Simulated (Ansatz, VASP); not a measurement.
# Two plane-wave programs on Se

File INCAR:

```
  ALGO = Normal
  EDIFF = 1E-6
  ENCUT = 520
  GGA = PE
  ISIF = 2
  ISMEAR = 0
  IVDW = 12
  LASPH = T
  LCHARG = F
  LREAL = F
  LWAVE = F
  NBANDS = 16
  NELM = 60
  PREC = Accurate
  SIGMA = 0.05
```

KPOINTS

```
k-points
0
Gamma
  12 12 8
```

File POSCAR:

```
Se
1.0
    3.9422917510      0.0000000000      0.0000000000
   -1.9711458755      3.4141248055      0.0000000000
    0.0000000000      0.0000000000      5.6059388699
Se
3
Direct
    0.2473450684      0.0000000000      0.3333333333
    0.0000000000      0.2473450684      0.6666666667
    0.7526549316      0.7526549316      0.0000000000
```

Input for Ansatz:

```yaml
crystal:
  lattice:
    - [3.942291751, 0.0, 0.0]
    - [-1.9711458755, 3.4141248055, 0.0]
    - [0.0, 0.0, 5.6059388699]
  atoms:
    - { symbol: Se, position: [0.2473450684, 0.0, 0.3333333333] }
    - { symbol: Se, position: [0.0, 0.2473450684, 0.6666666667] }
    - { symbol: Se, position: [0.7526549316, 0.7526549316, 0.0] }
basis:
  ecutwfc: 420
kpoints:
  mp_grid: { grid: [12, 12, 8] }
hamiltonian:
  xc: pbe
  dispersion: d3bj
scf:
  occupations: { method: gaussian, width: 0.05 }
output:
  forces: true
  stress: true
  eigenvalues: true
```

Alike in both runs: task single point; functional PBE; dispersion D3(BJ); k mesh 12 × 12 × 8; occupations gaussian, width 0.05 eV; no spin polarisation.

|  | VASP | Ansatz |
| --- | --- | --- |
| version | VASP 6.6.1 | Ansatz 0.2.0 |
| potentials or method | VASP PAW PBE potentials, release 64 (Se) | scalar-relativistic, plane waves, PAW |
| plane-wave cutoff (eV) | 520 | 420 |
| valence electrons in the cell | 18 | 48 |

Ansatz gave:

| Item | Value |
| --- | --- |
| gap on the k mesh at the Fermi level (eV) | none |
| pressure (GPa) | -4.0 |
| largest component of the traceless stress (GPa) | 4.64 |
| rms of the force components (eV/Å) | 0.135 |

Q: Which values does VASP return?

A: gap on the k mesh at the Fermi level (eV): none; pressure (GPa): -4.0; largest component of the traceless stress (GPa): 4.61; rms of the force components (eV/Å): 0.129.

Atom by atom the forces differ by 0.006 eV/Å (rms over components). A gap of «none» marks a metal or a gap that the smearing closes. The two sets of potentials don't hold the same shells in valence.

Caveats: pairwise dispersion overbinds metals, which lowers pressure and volume.
